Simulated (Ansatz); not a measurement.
Ti (fcc)

Level of theory: DFT, PBE with spin–orbit coupling, two-component spinors; plane waves to 420 eV with PAW datasets (Ansatz 0.2.0), 18×18×18 k-mesh, Gaussian smearing of 0.05 eV; PAW files: Ansatz's generated set soft_2.

```cif
data_structure
_symmetry_space_group_name_H-M 'P 1'
_symmetry_Int_Tables_number 1
_cell_length_a 2.9080
_cell_length_b 2.9080
_cell_length_c 2.9080
_cell_angle_alpha 60.000
_cell_angle_beta 60.000
_cell_angle_gamma 60.000
_cell_volume 17.39
loop_
_atom_site_label
_atom_site_type_symbol
_atom_site_fract_x
_atom_site_fract_y
_atom_site_fract_z
_atom_site_occupancy
Ti1 Ti 0.00000 0.00000 0.00000 1
```

At room temperature and ambient pressure Ti is hcp.

The pressure at this geometry is 0.0 GPa.

**Question.** Which orbitals carry the states at the Fermi level, and how many states are there?

**Answer.** Within 0.1 eV of it: Ti 3d 94 % (shares among the projected shells). The density of states at the Fermi level is about 1.8 states/eV per cell, averaged over 0.3 eV.

Density of states (tetrahedra, averaged over 0.3 eV; states/eV per cell of 1 atom; energy in eV from the Fermi level; projections on Löwdin-orthogonalised atomic orbitals, summed over sites):

| E | total | Ti 3d | Ti 4s |
| --- | --- | --- | --- |
| -6.10 | 0.01 | 0.00 | 0.00 |
| -5.80 | 0.04 | 0.00 | 0.04 |
| -5.50 | 0.07 | 0.00 | 0.06 |
| -5.20 | 0.09 | 0.00 | 0.08 |
| -4.90 | 0.11 | 0.00 | 0.10 |
| -4.60 | 0.13 | 0.00 | 0.11 |
| -4.30 | 0.16 | 0.01 | 0.13 |
| -4.00 | 0.18 | 0.02 | 0.15 |
| -3.70 | 0.22 | 0.03 | 0.18 |
| -3.40 | 0.26 | 0.05 | 0.20 |
| -3.10 | 0.33 | 0.08 | 0.23 |
| -2.80 | 0.45 | 0.17 | 0.26 |
| -2.50 | 0.88 | 0.54 | 0.32 |
| -2.20 | 1.00 | 0.69 | 0.28 |
| -1.90 | 0.99 | 0.75 | 0.21 |
| -1.60 | 1.23 | 1.06 | 0.14 |
| -1.30 | 1.40 | 1.29 | 0.06 |
| -1.00 | 1.43 | 1.34 | 0.02 |
| -0.70 | 1.41 | 1.30 | 0.02 |
| -0.40 | 1.41 | 1.24 | 0.05 |
| -0.10 | 1.78 | 1.52 | 0.10 |
| 0.20 | 1.74 | 1.51 | 0.08 |
| 0.50 | 1.78 | 1.56 | 0.09 |
| 0.80 | 1.56 | 1.40 | 0.08 |
| 1.10 | 2.02 | 1.92 | 0.06 |
| 1.40 | 1.39 | 1.32 | 0.03 |
| 1.70 | 1.30 | 1.23 | 0.02 |
| 2.00 | 1.71 | 1.64 | 0.03 |
| 2.30 | 1.71 | 1.63 | 0.03 |
| 2.60 | 1.49 | 1.43 | 0.03 |
| 2.90 | 1.51 | 1.46 | 0.03 |
| 3.20 | 1.83 | 1.77 | 0.04 |
| 3.50 | 2.88 | 2.80 | 0.05 |
| 3.80 | 1.31 | 1.20 | 0.07 |
| 4.10 | 0.56 | 0.39 | 0.10 |
